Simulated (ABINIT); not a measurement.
Wanted: the native input for an ABINIT 10.8.3 (patched build) run.

```
Task                : equation of state
Functional          : PBE
Potentials or basis : SPMS NC PBE v1.0
Cutoff              : 490 eV
k mesh              : 12 × 12 × 12
Occupations         : fermi-dirac, width 0.05 eV
Spin                : no spin polarisation
```

Crystal: Ir.

```
Ir
1.0
     0.00000    1.91560    1.91560
     1.91560    0.00000    1.91560
     1.91560    1.91560    0.00000
Ir
1
Direct
  0.00000 0.00000 0.00000
```

One way to write it, as run:

run.abi

```
# Datasets: one volume each
ndtset 7
getwfk -1
scalecart1 3*0.9795861087
scalecart2 3*0.9864848297
scalecart3 3*0.9932883884
scalecart4 3*1.0000000000
scalecart5 3*1.0066227096
scalecart6 3*1.0131594038
scalecart7 3*1.0196128224

# Pseudopotentials
pp_dirpath "./"
pseudos "77_Ir_17_2.5_2.6_pbe_n_v1.0.psp8"

# Structure
acell 3*1.0
rprim
     0.0000000000     3.6199593643     3.6199593643
     3.6199593643     0.0000000000     3.6199593643
     3.6199593643     3.6199593643     0.0000000000
ntypat 1
znucl 77
natom 1
typat 1
xred
     0.0000000000     0.0000000000     0.0000000000

# Plane-wave basis
ecut 18.0

# k points
kptopt 1
ngkpt 12 12 12
nshiftk 1
shiftk 0.0 0.0 0.0

# Exchange and correlation
ixc 11

# Bands and occupations
nband 13
occopt 3
tsmear 0.00183747

# SCF cycle
nstep 100
tolvrs 1.0e-10

# Output
iomode 3
prtwf 1
prtden 0
prteig 0
prtebands 0
```

Potentials or basis: SPMS NC PBE v1.0.

The run is started by

```bash
$ abinit run.abi > log 2>&1
```

Results of the run:

```json
{"Equilibrium volume": "14.46 Å³/atom", "Bulk modulus": "350 GPa", "Pressure derivative of the bulk modulus": "5.0"}
```

Caveat: pressures at fixed basis lie under the slope of the energies.

Wall time 41 s on 1 thread of Arm Neoverse V1, with other jobs on the host, peak memory 0.09 GiB.
